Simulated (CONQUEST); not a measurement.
Here is a CONQUEST 1.3 calculation.

The input Conquest_input:

```
IO.Title Cu
IO.Coordinates coords.dat
IO.FractionalAtomicCoords T
IO.Iprint 2
IO.Iprint_init 1
General.NumberOfSpecies 1
General.PseudopotentialType hamann
AtomMove.TypeOfRun static
AtomMove.FullStress T
Grid.GridCutoff 60
DM.SolutionMethod diagon
Diag.MPMesh T
Diag.GammaCentred T
Diag.MPMeshX 8
Diag.MPMeshY 8
Diag.MPMeshZ 5
Diag.kT 0.00183747
minE.SCTolerance 1e-6
SC.MaxIters 100
IO.AtomChargeOutput T
%block ChemicalSpeciesLabel
1 63.550 Cu
%endblock
```

File coords.dat:

```
    4.8305009387     0.0000000000     0.0000000000
    0.0000000000     4.8305009387     0.0000000000
    0.0000000000     0.0000000000     6.8313599405
2
 -0.0004440000  -0.0148030000  -0.0046940000 1 T T T
  0.5215950000   0.4866430000   0.4866090000 1 T T T
```

Potentials or basis: PseudoDojo NC PBE, DZP, grid cutoff 60 Ha.

Launch:

```bash
$ Conquest
```

**Question.** Estimate the band gap on the k mesh.

**Answer.** None (metal or under the smearing width).

Caveat: the basis of atomic orbitals isn't converged, which shifts pressures, moduli and gaps.
